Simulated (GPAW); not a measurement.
Nb:

```
CELL_PARAMETERS angstrom
-1.66395 1.66395 1.66395
1.66395 -1.66395 1.66395
1.66395 1.66395 -1.66395
ATOMIC_POSITIONS crystal
Nb 0.00000 0.00000 0.00000
```

* Program: GPAW 26.7.0
* Task: relaxation of cell and atoms
* Functional: BLYP
* Potentials or basis: PAW data sets generated in the run's folder for this functional
* Cutoff: 600 eV
* Basis: pw
* k mesh: 11 × 11 × 11
* Occupations: fermi-dirac, width 0.05 eV
* Spin: no spin polarisation

At the start: pressure 3.1 GPa; volume 18.43 Å³/atom.

**Question.** How do energy, volume and symmetry change on relaxing?

**Answer.** Over 6 steps the energy falls by 3.7 meV/atom and the volume is 18.82 Å³/atom (+2.1 %); space group Im-3m (No. 229, to 0.05 Å).

Step by step:
```tsv
step	energy change (eV)	largest force (eV/Å)	pressure (GPa)	volume (Å³)
1	0.0000	0.0000	3.14	18.43
2	-0.0029	0.0000	1.35	18.63
3	-0.0034	0.0000	-1.09	18.92
4	-0.0035	0.0000	-0.95	18.90
5	-0.0036	0.0000	-0.67	18.87
6	-0.0037	0.0000	-0.29	18.82
```

Final structure:
```cif
data_structure
_symmetry_space_group_name_H-M 'P 1'
_symmetry_Int_Tables_number 1
_cell_length_a 2.9025
_cell_length_b 2.9025
_cell_length_c 2.9025
_cell_angle_alpha 109.471
_cell_angle_beta 109.471
_cell_angle_gamma 109.471
_cell_volume 18.82
loop_
_atom_site_label
_atom_site_type_symbol
_atom_site_fract_x
_atom_site_fract_y
_atom_site_fract_z
_atom_site_occupancy
Nb1 Nb 0.00000 0.00000 0.00000 1
```

Caveat: later steps reuse the first step's grids.
